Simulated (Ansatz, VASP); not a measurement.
# One calculation of KF, two programs

POSCAR

```
KF
1.0
    3.1788706815      0.0000000000      0.0000000000
    0.0000000000      3.1788706815      0.0000000000
    0.0000000000      0.0000000000      3.1563006997
K F
1 1
Direct
    0.0000000000      0.0000000000      0.0000000000
    0.5000000000      0.5000000000      0.5000000000
```

INCAR.step1

```
SYSTEM = KF
PREC = Accurate
ENCUT = 520
ISMEAR = 0
SIGMA = 0.01
LREAL = .False.
LASPH = .True.
NELM = 80
NBANDS = 15
GGA = PE
ALGO = Normal
EDIFF = 1E-4
LWAVE = .True.
LCHARG = .False.
```

Contents of INCAR.step2:

```
SYSTEM = KF
PREC = Accurate
ENCUT = 520
EDIFF = 1E-7
ISMEAR = 0
SIGMA = 0.01
LREAL = .False.
LASPH = .True.
NELM = 80
ALGO = Normal
ISIF = 2
LWAVE = .False.
LCHARG = .False.
METAGGA = R2SCAN
LMIXTAU = .True.
NBANDS = 15
ISTART = 1
```

The input KPOINTS:

```
Automatic mesh
0
Gamma
  8 8 8
  0 0 0
```

Input for Ansatz:

```yaml
crystal:
  lattice:
    - [3.1788706815, 0.0, 0.0]
    - [0.0, 3.1788706815, 0.0]
    - [0.0, 0.0, 3.1563006997]
  atoms:
    - { symbol: K, position: [0.0, 0.0, 0.0] }
    - { symbol: F, position: [0.5, 0.5, 0.5] }
kpoints:
  mp_grid: { grid: [8, 8, 8] }
  band_path:
    path: [[0.0, 0.0, 0.0], [0.0, 0.5, 0.0], [0.5, 0.5, 0.0], [0.5, 0.5, 0.5]]
    npoints: 1
hamiltonian:
  xc: r2scan
scf:
  occupations: { method: fixed }
  n_extra_bands: 4
output:
  forces: true
  stress: true
  eigenvalues: true
```

Change from the starting cell: uniaxial_z strain -0.7%.

Alike in both runs: task single point; functional r2SCAN; k mesh 8 × 8 × 8; no spin polarisation.

```csv
,VASP,Ansatz
version,VASP 6.6.1,Ansatz 0.2.0
potentials or method,"VASP PAW PBE potentials, release 64 (K_sv, F)","plane waves, PAW"
plane-wave cutoff (eV),520,500
occupations,"gaussian, width 0.01 eV",fixed
valence electrons in the cell,16,16
```

```tsv
	VASP	Ansatz	Ansatz less VASP
gap on the k mesh at the Fermi level (eV)	7.77	7.77	-0.003
pressure (GPa)	0.3	0.3	+0.02
largest component of the traceless stress (GPa)	0.45	0.45	0.000
```

Caveats: the PAW data sets were made with another functional, which shifts forces and pressure a little (VASP). A k mesh can miss the band edges.
